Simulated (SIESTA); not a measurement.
**Sb: single point with PBE**

The system is Sb.

```
Sb
1.0
     2.15420    1.24373    3.72042
    -2.15420    1.24373    3.72042
     0.00000   -2.48746    3.72042
Sb
2
Cartesian
  0.0000 0.0000 8.5552
  0.0000 0.0000 2.6060
```

The cell isn't the ideal one: cell strained along z.

```yaml
Program: SIESTA 5.4.2
Task: single point
Functional: PBE
Potentials_or_basis: PseudoDojo 0.4 standard (PBE files)
Basis: DZP (energy shift 0.003 Ry; two zetas on semicore shells)
Grid_cutoff: 500 Ry
Energy_shift: 0.003 Ry
k_mesh: 8 × 8 × 8
Occupations: fermi-dirac, width 0.05 eV
Spin: no spin polarisation
```

The pressure is 4.2 GPa and the largest force is 0.437 eV/Å. The band gap on the k mesh is none (metal or under the smearing width).

Forces in eV/Å, atoms in the order of the input:
```
Sb   0.000  0.000 -0.437
Sb   0.000  0.000  0.437
```

Stress tensor (GPa, compression positive):
```
4.45 0.00 0.00
0.00 4.45 0.00
0.00 0.00 3.75
```

Run time: 29 s on 1 thread of Arm Neoverse V1, on a shared host, peak memory 0.24 GiB.

Caveat: the basis of atomic orbitals isn't converged, which shifts pressures, moduli and gaps. The run has no spin-orbit coupling, so splittings on Sb are missing.
